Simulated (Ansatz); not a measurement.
The cell comes from COD entry 4303945, which wasn't checked; take it as a given geometry. The listed cell was then made from it by scaling, straining or moving an atom.

ZrN: DFT, LDA, PAW with Ansatz's default frozen-core files, scalar-relativistic (Ansatz 0.2.0). What sets it apart from a plain run of this crystal: equal xx and yy strain of -1 %.

Command: `ansatz run input.yaml --threads 1 --pin off --max-ram 3072MiB --backend cpu --events-out ev --progress --plain --runs-dir out` The run took 2.1 s on 1 thread of Intel(R) Xeon(R) Platinum 8488C (Sapphire Rapids), with other jobs on the host, peak memory 0.4 GiB.

```yaml
crystal:
  lattice:
    - [0.0, 2.2613877, 2.28423]
    - [2.2613877, 0.0, 2.28423]
    - [2.2613877, 2.2613877, 0.0]
  atoms:
    - { symbol: Zr, position: [0.0, 0.0, 0.0] }
    - { symbol: "N", position: [0.5, 0.5, 0.5] }
kpoints:
  mp_grid: { grid: [9, 9, 9] }
scf:
  occupations: { method: fermi_dirac, width: 0.03 }
hamiltonian:
  xc: lda
  pseudopotentials: { kind: paw }
output:
  forces: true
  stress: true
  eigenvalues: true
  efg: { contact_densities: true }
```

Output (standing set-up lines are left out):

```
Crystal: 2 atoms, lattice volume = 23.363 Å³
Symmetry: 16 space group operations
Space group: I4/mmm (ITA 139), of the structure as read, at distance tolerance 2.9e-5 Å
k-points: 75 of 729
SCF iter   1: F=—  HF=-4455.347794 eV  |F-HF|=—  |Δ(HF+E_count)|=         —  Δρ=8.81e-3  dr2=1.72e-2  ethr=1.77e-3  ⟨swp⟩=5.4  Hψ=4887  notcnv=0
preconditioner: auto → none  [metal: Δε(μ)=0.060 eV  Ē_g=18.952 eV  σ=0.030 eV  W_gap=0.45  n_scr=8 (ndim 8)  ℏωp=29.8 eV  f_vac=0.000  D(μ)=1.19/eV (n_scr^D=14)  sad-step TF]
SCF iter   2: F=—  HF=-4455.345514 eV  |F-HF|=—  |Δ(HF+E_count)|=   2.28e-3  Δρ=5.53e-3  dr2=7.60e-3  ethr=1.01e-4  ⟨swp⟩=1.4  Hψ=1605  notcnv=0
SCF iter   3: F=—  HF=-4455.343908 eV  |F-HF|=—  |Δ(HF+E_count)|=   1.61e-3  Δρ=8.07e-4  dr2=7.00e-5  ethr=4.47e-5  ⟨swp⟩=2.0  Hψ=1536  notcnv=0
SCF iter   4: F=—  HF=-4455.343880 eV  |F-HF|=—  |Δ(HF+E_count)|=   2.78e-5  Δρ=1.37e-4  dr2=2.83e-6  ethr=4.12e-7  ⟨swp⟩=2.3  Hψ=1572  notcnv=0
iter 5 did not close the SCF: its close was put off for the readings that it lacked (scf_convergence_deferred on its scf_iter line)
SCF iter   5: F=-4455.343879 eV  HF=-4455.343879 eV  |F-HF|=6.41e-8  |Δ(HF+E_count)|=   1.06e-6  Δρ=2.50e-5  dr2=8.76e-8  ethr=1.67e-8  ⟨swp⟩=2.9  Hψ=1519  notcnv=0
SCF iter   6: F=-4455.343879 eV  HF=-4455.343879 eV  |F-HF|=4.55e-11  |Δ(HF+E_count)|=   3.65e-8  Δρ=1.68e-6  dr2=2.06e-10  ethr=5.15e-10  ⟨swp⟩=3.0  Hψ=3705  notcnv=0
SCF 1 converged in 6 iterations: F = -4455.343879 eV  dr2 = 2.06e-10
  greatest PAW one-centre occupation: 0.997 electrons in one spin orbital (limit 2), on the Zr atom at site 0 (counted from 0), in its partial waves of l = 0
SCF converged after 6 iterations
Free energy (F): -4455.343879 eV
Harris-Foulkes:  -4455.343879 eV  (|F-HF|=4.55e-11)
Internal energy: -4455.340349 eV  (E = F + TS)
E sigma→0 (E₀):  -4455.342114 eV
Entropy (-TS):   -0.003530 eV (-1.765 meV/atom)
Fermi energy:    17.894528 eV
--- Per-component energies (eV) ---
  E_band       = -20.141747
  E_kinetic    = 469.349282
  E_local      = -610.085717  (includes V_loc(G=0)·N_el)
  E_nonlocal   = 128.738547
  E_hartree    = 182.555381
  E_xc         = -222.985841
  E_vxc        = -270.586900  (∫ρ·V_xc dr)
  E_paw        = -2966.578389  (= ΣΔE_a)
  E_vpaw       = -102.667611  (= ΣTr[D̂ρ^β])
  E_aug_tail   = 0.000113  (compensation charges beyond the density's cutoff)
  E_ewald      = -1436.784169
  E_core_change = 0.450445  (= ΣΔE_core)
  E_smearing   = -0.003530  (= −TS)
  E_closure    = 0.000000  (closes the sum)
  Σ components = -4455.343879   (vs F -4455.343879, Δ=0.00e0)
--- Forces (eV/Å), atoms counted from 1 ---
  atom   1  Zr    -0.00000000     0.00000000     0.00000000
  atom   2  N      0.00000000     0.00000000    -0.00000000
  max |Σ_I F_I| component: 4.73e-30 eV/Å
--- Stress (GPa, compression-positive) ---
       -1.092301       0.000000       0.000000
        0.000000      -1.092301       0.000000
        0.000000       0.000000      -5.070820
  P = ⅓ Tr σ = -2.4185 GPa (-24.185 kbar)
--- PAW observables at the nuclei: V_zz in 10²¹ V/m², potentials from the cell's mean, atoms counted from 1 ---
  atom   1  Zr V_zz =    +1.903736   η = 0.0000   by run symmetry: allowed
            electrostatic potential = -5932.404650 V   contact ρ = 488370.252145 e/Å³
  atom   2  N  V_zz =    +0.372419   η = 0.0000   by run symmetry: allowed
            electrostatic potential = -524.356831 V   contact ρ = 1391.177347 e/Å³
--- Band table (eV; the first three rows and the last of 75) ---
  k-point 0: bands = ["-31.4024", "-9.0379", "-9.0336", "-9.0336", "1.7454", "15.2234", "15.2789", "15.2789", "17.4254", "17.5312", "17.5312", "19.4814", "19.6343"]
  k-point 1: bands = ["-31.3834", "-9.2074", "-9.0499", "-9.0448", "2.0170", "14.3000", "14.5708", "14.6050", "17.7958", "17.8664", "17.8909", "20.3710", "20.5377"]
  k-point 2: bands = ["-31.3348", "-9.6178", "-9.0837", "-9.0730", "2.7038", "12.6347", "13.4694", "13.4955", "18.3983", "18.7484", "18.7704", "22.2230", "22.4216"]
  k-point 74: bands = ["-31.1879", "-10.0431", "-9.5067", "-9.4022", "2.4212", "13.3055", "13.6130", "14.4214", "15.5621", "22.0910", "22.4027", "22.5090", "23.3813"]
```

Spin polarisation is left out, and whether a magnetic state lies lower isn't shown here.
